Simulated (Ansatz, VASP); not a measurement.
**ZnO in VASP and in Ansatz**

The input INCAR:

```
PREC = Accurate ; ENCUT = 520
EDIFF = 1E-6 ; ISMEAR = 0
SIGMA = 0.05 ; LREAL = False
LASPH = True ; NELM = 100
ALGO = Fast ; ISIF = 2
LWAVE = False ; LCHARG = False
GGA = PE ; IVDW = 12
NBANDS = 26
```

Contents of KPOINTS:

```
Automatic mesh
0
Gamma
  9 9 4
```

The input POSCAR:

```
ZnO
1.0
    3.2386476513      0.0000000000      0.0000000000
   -1.6193238256      2.8047511399      0.0000000000
    0.0000000000      0.0000000000      7.3443545905
Zn O
2 2
Direct
    0.0000000000      0.0000000000      0.7500000000
    0.0000000000      0.0000000000      0.2500000000
    0.3333333333      0.6666666667      0.2500000000
    0.6666666667      0.3333333333      0.7500000000
```

Input for Ansatz:

```yaml
crystal:
  lattice:
    - [3.2386476513, 0.0, 0.0]
    - [-1.6193238256, 2.8047511399, 0.0]
    - [0.0, 0.0, 7.3443545905]
  atoms:
    - { symbol: Zn, position: [0.0, 0.0, 0.75] }
    - { symbol: Zn, position: [0.0, 0.0, 0.25] }
    - { symbol: O, position: [0.3333333333, 0.6666666667, 0.25] }
    - { symbol: O, position: [0.6666666667, 0.3333333333, 0.75] }
basis:
  ecutwfc: 420
kpoints:
  mp_grid: { grid: [9, 9, 4] }
hamiltonian:
  xc: pbe
  dispersion: d3bj
scf:
  occupations: { method: gaussian, width: 0.05 }
output:
  forces: true
  stress: true
  eigenvalues: true
```

Change from the starting cell: strain -0.015 along x and y, +0.030 along z, atoms carried along.

Alike in both runs: task single point; functional PBE; dispersion D3(BJ); k mesh 9 × 9 × 4; occupations gaussian, width 0.05 eV; no spin polarisation.

|  | VASP | Ansatz |
| --- | --- | --- |
| version | VASP 6.6.1 | Ansatz 0.2.0 |
| potentials or method | VASP PAW PBE potentials, release 64 (Zn, O) | scalar-relativistic, plane waves, PAW |
| plane-wave cutoff (eV) | 520 | 420 |
| valence electrons in the cell | 36 | 36 |

|  | VASP | Ansatz | Ansatz less VASP |
| --- | --- | --- | --- |
| gap on the k mesh at the Fermi level (eV) | 0.87 | 0.87 | -0.004 |
| least direct gap on the mesh (eV) | 0.87 | 0.87 | -0.004 |
| pressure (GPa) | 2.7 | 1.8 | -0.87 |
| largest component of the traceless stress (GPa) | 4.41 | 3.47 | -0.938 |

Caveats: an odd mesh through Γ misses points on the zone boundary, where band edges often lie.
